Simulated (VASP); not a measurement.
A run of VASP 6.6.1:

POSCAR

```
SnTe
1.0
    0.0000000000      3.1508500000      3.1508500000
    3.1508500000      0.0000000000      3.1508500000
    3.1508500000      3.1508500000      0.0000000000
Te Sn
1 1
Direct
    0.5000000000      0.5000000000      0.5000000000
    0.0000000000      0.0000000000      0.0000000000
```

Contents of INCAR.step1:

```
SYSTEM = SnTe
PREC = Accurate ; ENCUT = 520
EDIFF = 1E-5 ; ISMEAR = 0
SIGMA = 0.02 ; LREAL = .FALSE.
LASPH = .TRUE. ; NELM = 100
ALGO = Normal ; ISIF = 2
LWAVE = .TRUE. ; LCHARG = .FALSE.
LNONCOLLINEAR = .TRUE. ; MAGMOM = 0 0 0 0 0 0
LORBIT = 11 ; LSORBIT = .TRUE.
GGA_COMPAT = .FALSE. ; NBANDS = 32
GGA = PE ; KPAR = 2
```

Contents of INCAR.step2:

```
SYSTEM = SnTe
PREC = Accurate ; ENCUT = 520
EDIFF = 1E-6 ; ISMEAR = 0
SIGMA = 0.02 ; LREAL = .FALSE.
LASPH = .TRUE. ; NELM = 100
ALGO = Normal ; ISIF = 2
LWAVE = .FALSE. ; LCHARG = .FALSE.
LNONCOLLINEAR = .TRUE. ; MAGMOM = 0 0 0 0 0 0
LORBIT = 11 ; LSORBIT = .TRUE.
GGA_COMPAT = .FALSE. ; METAGGA = MBJ
NBANDS = 32 ; ISTART = 1
KPAR = 2
```

KPOINTS

```
Automatic mesh
0
G
  6 6 6
  0 0 0
```

File KPOINTS_OPT:

```
path GXWKGLUWLK,UX
10
line-mode
reciprocal
 0.0000000000  0.0000000000  0.0000000000  G
 0.5000000000  0.0000000000  0.5000000000  X

 0.5000000000  0.0000000000  0.5000000000  X
 0.5000000000  0.2500000000  0.7500000000  W

 0.5000000000  0.2500000000  0.7500000000  W
 0.3750000000  0.3750000000  0.7500000000  K

 0.3750000000  0.3750000000  0.7500000000  K
 0.0000000000  0.0000000000  0.0000000000  G

 0.0000000000  0.0000000000  0.0000000000  G
 0.5000000000  0.5000000000  0.5000000000  L

 0.5000000000  0.5000000000  0.5000000000  L
 0.6250000000  0.2500000000  0.6250000000  U

 0.6250000000  0.2500000000  0.6250000000  U
 0.5000000000  0.2500000000  0.7500000000  W

 0.5000000000  0.2500000000  0.7500000000  W
 0.5000000000  0.5000000000  0.5000000000  L

 0.5000000000  0.5000000000  0.5000000000  L
 0.3750000000  0.3750000000  0.7500000000  K

 0.6250000000  0.2500000000  0.6250000000  U
 0.5000000000  0.0000000000  0.5000000000  X
```

Potentials or basis: VASP PAW PBE potentials, release 64 (Te, Sn_d).

Run with:

```bash
$ cat potpaw_PBE.64/Te/POTCAR potpaw_PBE.64/Sn_d/POTCAR > POTCAR
$ cp INCAR.step1 INCAR
$ mpirun -np 2 vasp_ncl > vasp.out
$ cp INCAR.step2 INCAR
$ mpirun -np 2 vasp_ncl > vasp.out
```

Hardware: 2 MPI ranks on Intel(R) Xeon(R) 6975P-C (Granite Rapids), on a shared host.

Task: Estimate the wall time of this run.

Result: Run time: 3.4 min on 2 MPI ranks on Intel(R) Xeon(R) 6975P-C (Granite Rapids), with other jobs on the host, peak memory 0.44 GiB a rank. Counts: scf iterations 88, k points 16.
